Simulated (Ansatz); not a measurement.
Method: DFT PBE, scalar-relativistic, plane waves, PAW (Ansatz). Settings: cutoff 420 eV, Γ-centred meshes spaced at most about 0.3 Å⁻¹, and about 0.25 Å⁻¹ or finer for metals (2π included), Gaussian smearing. No spin polarisation.

Each guess is relaxed in cell and atoms at zero pressure, on a coarse mesh first where it starts far from rest and then on a converged one. The steps can't lower the symmetry of the start, but it can rise. Energies are static (0 K, no zero-point motion).

This guess for Bi4Te3 isn't its lowest structure:

```
Bi Te
1.0
     5.21799    0.00000    0.00000
    -2.60899    4.51891    0.00000
     0.00000    0.00000    9.85501
Bi Te
4 3
Cartesian
  0.0000 3.0126 2.8362
  0.0000 3.0126 7.0188
  2.6090 1.5063 7.0188
  2.6090 1.5063 2.8362
  2.6090 0.0000 0.0000
  -1.3045 2.2595 0.0000
  1.3045 2.2595 0.0000
```

Q: What does it relax into?

A: P6/mmm at 33.2 Å³/atom → P6/mmm at 44.7 Å³/atom. Conventional cell: a = 5.858 Å, c = 10.537 Å. Bi is surrounded by 1 Bi at 3.12 Å and 3 Bi at 3.38 Å; around Te lie 4 Te at 2.93 Å.

```xyz
7
Lattice="5.8576 0.0000 0.0000 -2.9288 5.0728 0.0000 0.0000 0.0000 10.5366" Properties=species:S:1:pos:R:3 pbc="T T T"
Bi    0.0000    3.3819    3.7071
Bi    0.0000    3.3819    6.8295
Bi    2.9288    1.6909    6.8295
Bi    2.9288    1.6909    3.7071
Te    2.9288    0.0000    0.0000
Te   -1.4644    2.5364    0.0000
Te    1.4644    2.5364    0.0000
```

Q: How far does this end lie above the lowest form of Bi4Te3 relaxed in the same way, and what is that form?

A: It lies 0.46 eV/atom above the lowest of the 5 forms computed, a structure that the Crystallography Open Database (COD) lists. Space group R-3m (No. 166), trigonal, a = 4.508 Å, c = 43.006 Å. Around Bi on its first site lie 6 Te at 3.11–3.29 Å; Bi on its second site is surrounded by 3 Bi at 3.09 Å and 3 Te at 3.70 Å; around Te on a site of symmetry -3m lie 6 Bi at 3.29 Å; around Te on a site of symmetry 3m lie 3 Bi at 3.11 Å and 3 Bi at 3.70 Å. That form has 36.0 Å³/atom and a gap of 0.12 eV on its mesh; the guess's end has none. Counting Te atoms around Bi (those within 1.25 times the shortest such distance or 1.15 times the sum of covalent radii, 1.27 where that leaves under three; the shortest distance is added where it exceeds 1.18 times the sum of covalent radii; a slash parts the counts of unlike sites), the guess's end has Bi 3 from 4.1 Å and the lowest form has Bi 3 from 3.7 Å/6. The guess's end holds Te–Te nets (shortest 2.93 Å); in the lowest form the shortest Te–Te distance is 4.51 Å.

No dispersion correction is applied, so the spacing and binding between layers, chains or molecules are poorly described (P6/mmm), and this can change margins and order among such cells. These runs have no spin–orbit coupling, which can matter for Bi and Te. Kohn–Sham gaps at this level usually fall short of measured ones. The missing spin–orbit coupling can work the other way here. Some types were kept out of the candidates beforehand, so the set may lack a known form.
